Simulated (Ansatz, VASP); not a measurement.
Two plane-wave programs on Al2O3 (Corundum)

```xyz
10
Lattice="2.3803 1.3742 4.3319 -2.3803 1.3742 4.3319 0.0000 -2.7485 4.3319" Properties=species:S:1:pos:R:3 pbc="T T T"
Al   -0.0205   -0.0100   11.0659
Al    0.0016   -0.0146    8.4324
Al    0.0072    0.0351    1.9340
Al   -0.0008   -0.0181    4.5955
O    -1.6245   -0.1037    5.4017
O     0.7295    1.5010    5.4725
O     0.9547   -1.3794    5.4668
O     1.5858    0.0726    7.5546
O    -0.7465   -1.5241    7.5806
O    -0.9627    1.3782    7.5985
```

Change from the starting cell: atoms moved at random, drawn with an rms of 0.05 Å.

Alike in both runs: task single point; functional PBE; k mesh 7 × 7 × 7; occupations fermi-dirac, width 0.05 eV; no spin polarisation.

|  | VASP | Ansatz |
| --- | --- | --- |
| version | VASP 6.6.1 | Ansatz 0.2.0 |
| potentials or method | VASP PAW PBE potentials, release 64 (Al, O) | Ansatz PAW |
| plane-wave cutoff (eV) | 520 | 420 |
| valence electrons in the cell | 48 | 48 |

```csv
,VASP,Ansatz,Ansatz less VASP
gap on the k mesh at the Fermi level (eV),6.08,6.08,+0.002
least direct gap on the mesh (eV),6.08,6.08,+0.002
pressure (GPa),8.1,8.2,+0.13
largest component of the traceless stress (GPa),1.25,1.20,-0.047
rms of the force components (eV/Å),0.501,0.498,-0.0039
```

Atom by atom the forces differ by 0.005 eV/Å (rms over components).

Caveats: an odd mesh through Γ misses points on the zone boundary, where band edges often lie (VASP); odd divisions of the mesh miss points on the zone boundary, where band edges often lie, so the gap on the mesh can be too wide (Ansatz); the pressure holds a Pulay correction of +0.9 GPa for the finite cutoff (Ansatz).
